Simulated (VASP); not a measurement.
A run of VASP 6.6.1:

Contents of INCAR:

```
ALGO = Normal
EDIFF = 1E-6
EDIFFG = -0.01
ENCUT = 600
IBRION = 2
ISIF = 3
ISMEAR = 1
LASPH = T
LCHARG = F
LREAL = F
LWAVE = F
NELM = 80
NSW = 90
PREC = Accurate
PSTRESS = 502.0
SIGMA = 0.1
```

KPOINTS

```
k-points
0
Gamma
  16 16 16
```

The input POSCAR:

```
Ta
1.0
   -1.6512800000      1.6512800000      1.6512800000
    1.6512800000     -1.6512800000      1.6512800000
    1.6512800000      1.6512800000     -1.6512800000
Ta
1
Direct
    0.0000000000      0.0000000000      0.0000000000
```

Potentials or basis: VASP PAW LDA potentials, release 64 (Ta_pv).

Launch:

```console
$ cat potpaw_LDA.64/Ta_pv/POTCAR > POTCAR
$ mpirun -np 1 vasp_std > vasp.out
```

Hardware: 1 thread of Intel(R) Xeon(R) Platinum 8488C (Sapphire Rapids) (shared host).

Question: How long does it take, and how much memory?

Answer: Run time: 57 s on 1 thread of Intel(R) Xeon(R) Platinum 8488C (Sapphire Rapids), with other jobs on the host, peak memory 0.18 GiB. Counts: scf iterations 74, k points 145, ion steps 19.
